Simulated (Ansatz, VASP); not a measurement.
# Cross-check of AgCl between VASP and Ansatz

Aim: how closely do two programs agree when they are given the same cell, functional and k mesh? The cell is taken from a series of VASP runs on this material, whose earlier steps may have relaxed, scaled or displaced it; both programs get it as it stands.

Calculated with Ansatz 0.2.0; plane waves, with VASP 6.6.1 beside it; relaxation of cell and atoms at PBE and relaxation of cell and atoms at PBEsol with D3(BJ).

## 1. Starting point

It takes space group Fm-3m (No. 225, cubic). The conventional cell has a = 5.600 Å, b = 5.600 Å, c = 5.600 Å, α = 90.00°, β = 90.00°, γ = 90.00°. Nearest to Ag lie 6 Cl at 2.80 Å. Nearest to Cl lie 6 Ag at 2.80 Å. Farther neighbours and most contacts between anions are not listed.

Coordinates:

```xyz
2
Lattice="0.0000 2.8001 2.8001 2.8001 0.0000 2.8001 2.8001 2.8001 0.0000" Properties=species:S:1:pos:R:3 pbc="T T T"
Ag    0.0000    0.0000    0.0000
Cl    2.8001    2.8001    2.8001
```

## 2. VASP: relaxation of cell and atoms, PBE

The relaxed volume is the usual yardstick between codes: its relative difference is about their pressure difference at one cell divided by the bulk modulus.

Lines of VASP's logs that name or quote its potential files are left out, and so is its time.

Input file INCAR:

```
SYSTEM = AgCl
PREC = Accurate
ENCUT = 450
EDIFF = 1E-06
NELM = 100
ISMEAR = 0
SIGMA = 0.03
LREAL = .FALSE.
ALGO = Normal
GGA = PE
NBANDS = 15
LASPH = .TRUE.
LORBIT = 11
LWAVE = .FALSE.
LCHARG = .FALSE.
KPAR = 4
IBRION = 2
NSW = 50
ISIF = 3
EDIFFG = -0.006
```

Input file POSCAR:

```
AgCl
1.0
    0.0000000000      2.8001168911      2.8001168911
    2.8001168911      0.0000000000      2.8001168911
    2.8001168911      2.8001168911      0.0000000000
Ag Cl
1 1
Direct
    0.0000000000      0.0000000000      0.0000000000
    0.5000000000      0.5000000000      0.5000000000
```

Input file KPOINTS:

```
Automatic mesh
0
Gamma
6 6 6
0 0 0
```

Potentials, in the order of the species: Ag and Cl (PBE family, release 64).

Command:

```console
$ mpirun -np 4 vasp_std
```

Numbers of over 12 decimals in the logs are rounded to 6 here.

The program printed:

```text
[banner, memory and clock lines left out]
running    4 mpi-ranks, on    1 nodes
 distrk:  each k-point on    1 cores,    4 groups
 distr:  one band on    1 cores,    1 groups

 POSCAR found type information on POSCAR AgCl
 POSCAR found :  2 types and       2 ions
 LDA part: xc-table for (Slater+PW92), standard interpolation
 POSCAR, INCAR and KPOINTS ok, starting setup
 FFT: planning ... GRIDC
 FFT: planning ... GRID_SOFT
 FFT: planning ... GRID
 WAVECAR not read
 entering main loop
       N       E                     dE             d eps       ncg     rms          rms(c)
DAV:   1     0.849152562670E+02    0.84915E+02   -0.79375E+03   520   0.939E+02
DAV:   2    -0.267982553040E+01   -0.87595E+02   -0.80584E+02   592   0.212E+02
DAV:   3    -0.557012021886E+01   -0.28903E+01   -0.28830E+01   613   0.407E+01
DAV:   4    -0.558982588146E+01   -0.19706E-01   -0.19705E-01   599   0.371E+00
DAV:   5    -0.559009797190E+01   -0.27209E-03   -0.27209E-03   620   0.429E-01    0.567E+00
DAV:   6    -0.540522096465E+01    0.18488E+00   -0.27284E-01   594   0.682E+00    0.370E+00
DAV:   7    -0.540122419910E+01    0.39968E-02   -0.97236E-02   599   0.219E+00    0.190E+00
DAV:   8    -0.540057451293E+01    0.64969E-03   -0.50558E-03   536   0.760E-01    0.310E-01
DAV:   9    -0.540065188694E+01   -0.77374E-04   -0.53047E-04   620   0.313E-01    0.461E-02
DAV:  10    -0.540072506513E+01   -0.73178E-04   -0.11498E-04   550   0.964E-02    0.305E-02
DAV:  11    -0.540072942787E+01   -0.43627E-05   -0.45356E-06   620   0.157E-02    0.364E-03
DAV:  12    -0.540072946733E+01   -0.39459E-07   -0.22060E-07   422   0.485E-03
   1 F= -.54007295E+01 E0= -.54007295E+01  d E =-.540073E+01
 curvature:   0.00 expect dE= 0.000E+00 dE for cont linesearch  0.000E+00
 trial: gam= 0.00000 g(F)=  0.767E-60 g(S)=  0.896E-04 ort = 0.000E+00 (trialstep = 0.100E+01)
 search vector abs. value=  0.896E-04
 bond charge predicted
       N       E                     dE             d eps       ncg     rms          rms(c)
DAV:   1    -0.540194643384E+01   -0.12170E-02   -0.20025E-02   480   0.141E+00    0.233E-01
DAV:   2    -0.540086853728E+01    0.10779E-02   -0.26839E-03   494   0.578E-01    0.701E-02
DAV:   3    -0.540079296891E+01    0.75568E-04   -0.20889E-04   571   0.112E-01    0.505E-02
DAV:   4    -0.540078327836E+01    0.96905E-05   -0.67657E-06   578   0.222E-02    0.160E-02
DAV:   5    -0.540078039059E+01    0.28878E-05   -0.11962E-06   416   0.160E-02    0.211E-03
DAV:   6    -0.540078028161E+01    0.10898E-06   -0.41015E-07   289   0.690E-03
   2 F= -.54007803E+01 E0= -.54007803E+01  d E =-.508143E-04
 trial-energy change:   -0.000051  1 .order   -0.000055   -0.000090   -0.000020
 step:   1.2834(harm=  1.2834)  dis= 0.00000  next Energy=    -5.400787 (dE=-0.575E-04)
 reached required accuracy - stopping structural energy minimisation
```

OUTCAR, selected parts (step 2):

```text
ion  position               nearest neighbor table
   1  0.000  0.000  0.000-   2 2.80   2 2.80   2 2.80   2 2.80   2 2.80   2 2.80
   2  0.500  0.500  0.500-   1 2.80   1 2.80   1 2.80   1 2.80   1 2.80   1 2.80

  LATTYP: Found a face centered cubic cell.
 ALAT       =     5.6002337822

 Subroutine GETGRP returns: Found 48 space group operations
 (whereof 48 operations were pure point group operations)

The static configuration has the point symmetry O_h .

 Found     16 irreducible k-points:

   k-points           NKPTS =     16   k-points in BZ     NKDIM =     16   number of bands    NBANDS=     15

   dimension x,y,z NGX =    28 NGY =   28 NGZ =   28
   dimension x,y,z NGXF=    56 NGYF=   56 NGZF=   56

   ENCUT  =  450.0 eV  33.07 Ry    5.75 a.u.   6.85  6.85  6.85*2*pi/ulx,y,z

   NELECT =      18.0000    total number of electrons

 k-points in reciprocal lattice and weights: Automatic mesh
   0.00000000  0.00000000  0.00000000       0.005
   0.16666667  0.00000000  0.00000000       0.037
   0.33333333  0.00000000  0.00000000       0.037
   0.50000000  0.00000000  0.00000000       0.019
   0.16666667  0.16666667  0.00000000       0.028
   0.33333333  0.16666667  0.00000000       0.111
   0.50000000  0.16666667  0.00000000       0.111
  -0.33333333  0.16666667  0.00000000       0.111
  -0.16666667  0.16666667  0.00000000       0.056
[...]
-0.33333333  0.33333333  0.16666667       0.111
  -0.33333333  0.50000000  0.16666667       0.056

 average (electrostatic) potential at core
       1 -73.4267       2 -91.7477

 E-fermi :   3.5602

 k-point     1 :       0.0000    0.0000    0.0000
  band No.  band energies     occupation
    ...
      5       1.1464      2.00000
      6       1.1464      2.00000
      7       1.2316      2.00000
      8       1.2316      2.00000
      9       1.2316      2.00000
     10       4.3423      0.00000
     11      14.2913      0.00000
     12      14.2913      0.00000
     13      14.2913      0.00000
     14      15.8537      0.00000
    ...

 k-point     2 :       0.1667    0.0000    0.0000
  band No.  band energies     occupation
    ...
      5       1.1910      2.00000
      6       1.1910      2.00000
      7       1.4215      2.00000
      8       2.2003      2.00000
      9       2.2003      2.00000
     10       5.4502      0.00000
     11      12.3338      0.00000
     12      13.5428      0.00000
     13      13.5428      0.00000
     14      15.3701      0.00000
    ...

 k-point     3 :       0.3333    0.0000    0.0000
  band No.  band energies     occupation
    ...
      5       1.3581      2.00000
      6       1.3581      2.00000
      7       1.6236      2.00000
      8       3.0629      2.00000
      9       3.0629      2.00000
     10       7.1033      0.00000
     11      10.4096      0.00000
     12      11.8487      0.00000
     13      11.8487      0.00000
     14      16.0807      0.00000
    ...

  Total        0.0077717      0.0077717      0.0077717      0.0000000     -0.0000000      0.0000000
  in kB        0.2828551      0.2828551      0.2828551      0.0000000     -0.0000000      0.0000000
  external PRESSURE =       0.2828551 kB  Pullay stress =       0.0000000 kB

  energy-cutoff  :      450.00
  volume of cell :       44.02
      direct lattice vectors                 reciprocal lattice vectors
     0.000000000  2.802494134  2.802494134    -0.178412505  0.178412505  0.178412505
     2.802494134  0.000000000  2.802494134     0.178412505 -0.178412505  0.178412505
     2.802494134  2.802494134  0.000000000     0.178412505  0.178412505 -0.178412505

 POSITION                                       TOTAL-FORCE (eV/Angst)
 -----------------------------------------------------------------------------------
      5.60499      2.80249      2.80249         0.000000     -0.000000      0.000000
      2.80249      2.80249      2.80249        -0.000000      0.000000     -0.000000
 -----------------------------------------------------------------------------------
    total drift:                                0.000000      0.000000      0.000000

  FREE ENERGIE OF THE ION-ELECTRON SYSTEM (eV)
  ---------------------------------------------------
  free  energy   TOTEN  =        -5.4007802816 eV

  energy  without entropy=       -5.4007802816  energy(sigma->0) =       -5.40078028

 reached required accuracy - stopping structural energy minimisation

 total charge
# of ion       s       p       d       tot
------------------------------------------
    1        0.190   0.129   9.372   9.691
    2        1.603   3.470   0.000   5.073
--------------------------------------------------
tot          1.793   3.598   9.372  14.764

[... 3 further parts left out ...]
```

CONTCAR:

```
AgCl
   1.00000000000000
     0.0000000000000000    2.8024941336477869    2.8024941336477869
     2.8024941336477869    0.0000000000000000    2.8024941336477869
     2.8024941336477869    2.8024941336477869    0.0000000000000000
  Ag              Cl
     1     1
Direct
     0.0000000000000000    1.0000000000000000    1.0000000000000000
     0.5000000000000000    0.5000000000000000    0.5000000000000000
```

## 3. Ansatz: relaxation of cell and atoms, PBE

Ansatz runs on its default PAW (the set named soft_2) files.

The same cell, functional, mesh and smearing now go to Ansatz, which takes its cutoff from its data sets.

Input file input.yaml:

```yaml
crystal:
  lattice:
    - [0.0, 2.8001168911, 2.8001168911]
    - [2.8001168911, 0.0, 2.8001168911]
    - [2.8001168911, 2.8001168911, 0.0]
  atoms:
    - { symbol: Ag, position: [0.0, 0.0, 0.0] }
    - { symbol: Cl, position: [0.5, 0.5, 0.5] }
hamiltonian:
  xc: pbe
  pseudopotentials: { kind: paw }
kpoints:
  mp_grid: { grid: [6, 6, 6] }
scf:
  occupations: { method: gaussian, width: 0.03 }
relax:
  f_tol: 0.01
  max_steps: 60
  cell: { stress_tol: 0.05 }
output:
  forces: true
  stress: true
```

Command:

```console
$ ansatz run input.yaml --threads 4 --pin off --max-ram 9216MiB --backend cpu --events-out ev --progress --plain --runs-dir out
```

The program printed:

```text
Engine: ansatz 0.2.0, aarch64-unknown-linux-gnu
Pseudopotentials: kind: paw
Pseudopotential: Ag, paw, valence charge 19, recommended cutoff 420 eV (normal), Ag.paw.azcp
Pseudopotential: Cl, paw, valence charge 7, recommended cutoff 420 eV (normal), Cl.paw.azcp
Functional definition: PBE
  parameter kappa = 0.804
  parameter beta = 0.066725
  exchange = pbe_x(kappa = kappa, mu = beta*pi^2/3)
  correlation = pbe_c(beta = beta)
Crystal: 2 atoms, lattice volume = 43.909 Å³
Basis set: ecut = 420 eV, 869 PW (Γ), exchange–correlation on 54×54×54 points (8 copies of the dense FFT grid, shifted against one another)
Bands: 17, of which v1, the nominal top of the filled ones, is band 13 counted from 1 (12 counted from 0)
Symmetry: 48 space group operations
Space group: Fm-3m (ITA 225), of the structure as read, at distance tolerance 3.5e-5 Å
k-points: 16 of 216
Non-local potential: Ag, projectors of the file, l = 0: 3, l = 1: 2, l = 2: 2, l = 3: 1
Non-local potential: Cl, projectors of the file, l = 0: 2, l = 1: 2, l = 2: 2
PAW form: soft (Blöchl's): semilocal exchange-correlation on the pseudo side does not see the compensation charge
PAW one-centre angular grid: Ag, 590 points (default); XC on 64 Gauss nodes
PAW one-centre angular grid: Cl, 110 points (default); XC on 64 Gauss nodes
Initial density: superposition of atomic densities (neutral atoms: chi_scale 0, normalization atom), corrected by the library's trained network
Initial wavefunctions: pseudopotential atomic-orbital guess
Functional: x = pbe(κ = 0.804, μ = 0.219515), c = pbe(β = 0.066725)
SCF iter   1: F=—  HF=-8670.897172 eV  |F-HF|=—  |Δ(HF+E_count)|=         —  Δρ=4.41e-4  dr2=4.57e-5  ethr=1.77e-3  ⟨swp⟩=5.8  Hψ=1293  notcnv=0
preconditioner: auto → none  [insulator: Δε(μ)=0.917 eV  Ē_g=10.808 eV  σ=0.030 eV  W_gap=1.00  n_scr=14 (ndim 8)  ℏωp=23.8 eV  f_vac=0.038  D(μ)=0.00/eV (n_scr^D=0)  ε∞_Penn≈5.8]
SCF iter   2: F=—  HF=-8670.897905 eV  |F-HF|=—  |Δ(HF+E_count)|=   7.32e-4  Δρ=1.97e-4  dr2=1.08e-5  ethr=1.76e-7  ⟨swp⟩=3.1  Hψ=731  notcnv=0
SCF iter   3: F=—  HF=-8670.897918 eV  |F-HF|=—  |Δ(HF+E_count)|=   1.35e-5  Δρ=9.85e-5  dr2=1.58e-6  ethr=4.14e-8  ⟨swp⟩=2.0  Hψ=412  notcnv=0
iter 4 did not close the SCF: its close was put off for the readings that it lacked (scf_convergence_deferred on its scf_iter line)
SCF iter   4: F=-8670.897925 eV  HF=-8670.897925 eV  |F-HF|=2.29e-7  |Δ(HF+E_count)|=   6.58e-6  Δρ=1.79e-5  dr2=7.09e-8  ethr=6.08e-9  ⟨swp⟩=2.0  Hψ=416  notcnv=0
iter 5 did not close the SCF: its close was put off for the readings that it lacked (scf_convergence_deferred on its scf_iter line)
SCF iter   5: F=-8670.897925 eV  HF=-8670.897925 eV  |F-HF|=4.26e-8  |Δ(HF+E_count)|=   2.80e-7  Δρ=1.36e-5  dr2=6.72e-8  ethr=2.73e-10  ⟨swp⟩=2.0  Hψ=480  notcnv=0
SCF iter   6: F=-8670.897925 eV  HF=-8670.897925 eV  |F-HF|=8.62e-10  |Δ(HF+E_count)|=   8.17e-9  Δρ=2.18e-6  dr2=1.49e-9  ethr=2.59e-10  ⟨swp⟩=2.1  Hψ=898  notcnv=0
SCF 1 converged in 6 iterations: F = -8670.897925 eV  dr2 = 1.49e-9
  greatest PAW one-centre occupation: 1.000 electrons in one spin orbital (limit 2), on the Ag atom at site 0 (counted from 0), in its partial waves of l = 0
relax step   1: F+E_penalty+E_count = -8670.89792504 eV  Δ(F+E_penalty+E_count) = +0.000e0 eV  max|allowed force component| = 2.334e-30 eV/Å  Δτ_max = 0.0000 Å  P = +0.265 GPa  Ω = 43.909 Å³  (6 SCF iters, dr2 threshold 1.00e-7 eV, accepted)
[...]
relax step   2: F+E_penalty+E_count = -8670.89808316 eV  Δ(F+E_penalty+E_count) = -1.581e-4 eV  max|allowed force component| = 1.262e-29 eV/Å  Δτ_max = 0.0000 Å  P = -0.020 GPa  Ω = 44.206 Å³  energy of the carried Pulay correction = -6.640e-5 eV  (4 SCF iters, dr2 threshold 1.75e-7 eV, accepted)
[...]
relax step   3: F+E_penalty+E_count = -8670.89814949 eV  Δ(F+E_penalty+E_count) = -6.632e-5 eV  max|allowed force component| = 1.762e-29 eV/Å  Δτ_max = 0.0000 Å  P = -0.021 GPa  Ω = 44.206 Å³  stress off target by 2.14e-2 GPa  SCF on the basis re-selected at this cell (its energy is not comparable with the rows above)  (5 SCF iters)
basis re-selected at this cell: Δ(F+E_penalty+E_count) = -6.632e-5 eV, ΔP = -0.002 GPa vs the last step (what re-selecting the basis moved, of the pressure what is left beyond the Pulay correction that the steps carried, after the strain that the cell walked since its last selection, with what the two solves' SCF thresholds leave and, on support functions, any second-order correction that the steps lacked; it is no m [...]
SCF converged after 5 iterations
Free energy (F): -8670.898149 eV
Harris-Foulkes:  -8670.898149 eV  (|F-HF|=1.46e-11)
Internal energy: -8670.898149 eV  (E = F + TS)
E sigma→0 (E₀):  -8670.898149 eV
Fermi energy:    7.971028 eV
--- Per-component energies (eV) ---
  E_band       = -370.367984
  E_kinetic    = 688.779099
  E_local      = -3265.059471  (includes V_loc(G=0)·N_el)
  E_nonlocal   = 112.669915
  E_hartree    = 1430.482226
  E_xc         = -289.752563
  E_vxc        = -353.844368  (∫ρ·V_xc dr)
  E_paw        = -4564.888711  (= ΣΔE_a)
  E_vpaw       = -413.878069  (= ΣTr[D̂ρ^β])
  E_aug_tail   = 0.000405  (compensation charges beyond the density's cutoff)
  E_ewald      = -2783.129050
  E_smearing   = -0.000000  (= −TS)
  E_closure    = -0.000000  (closes the sum)
  Σ components = -8670.898149   (vs F -8670.898149, Δ=0.00e0)
--- Forces (eV/Å), atoms counted from 1 ---
  atom   1  Ag     0.00000000    -0.00000000    -0.00000000
  atom   2  Cl    -0.00000000     0.00000000     0.00000000
  max |Σ_I F_I| component: 2.37e-29 eV/Å
--- Stress (GPa, compression-positive) ---
       -0.021442      -0.000000      -0.000000
       -0.000000      -0.021442      -0.000000
       -0.000000      -0.000000      -0.021442
  P = ⅓ Tr σ = -0.0214 GPa (-0.214 kbar)
--- Relaxed structure (2 steps of the walk, 2 accepted, 1 SCFs on fresh bases) ---
  F+E_penalty+E_count = -8670.89814949 eV   max|allowed force component| = 1.762e-29 eV/Å   (the final SCF, on the basis selected at the relaxed cell)
  cell:  # Å, volume = 44.2061 Å³
    - [0, 2.806407, 2.806407]
    - [2.806407, 0, 2.806407]
    - [2.806407, 2.806407, 0]
  atoms:
    - { symbol: Ag, position: [0, 0, 0] }
    - { symbol: Cl, position: [0.500000, 0.500000, 0.500000] }
```

The job ended after 0.94 s (4 threads of Arm Neoverse V2, shared host; peak memory 0.29 GiB; 2.4 s of CPU time).

## 4. Differences

Known differences besides the potentials themselves: both relaxations stop at a tolerance, which leaves soft axes loose, and VASP keeps its plane-wave basis; the data sets hold 26 valence electrons in Ansatz (default PAW (the set named soft_2) files) and 18 in VASP; the cutoff is 420 eV in Ansatz and 450 eV in VASP; Ansatz adds a Pulay correction to the stress that steers its cell, VASP none. Total energies have different zeros and are not compared.

The two programs side by side:

```
                                         quantity  Ansatz   VASP  difference
                                      volume (Å³)   44.21  44.02     +0.42 %
edge a after relaxation, in the typed setting (Å)   3.969  3.963     +0.14 %
```

The walks stopped with -0.02 GPa left in Ansatz and 0.03 GPa in VASP; each walk ends within a tolerance, so the volume difference is uncertain by about these residues over the bulk modulus, most in soft cells.

(Continued in part 2 of 2.)

[Lines on the potential files, build, host, timing and source positions are cut from VASP's logs without a mark.]

[Logs are printed without paths, hosts, clocks, repeated set-up lines and the standing remarks that a program may print on its own settings, such as how far it seeks lower states.]

[Hosts, paths, dates, database ids (printed as entryN), source tags and the programs' standing remarks are cut or masked in the printed files.]
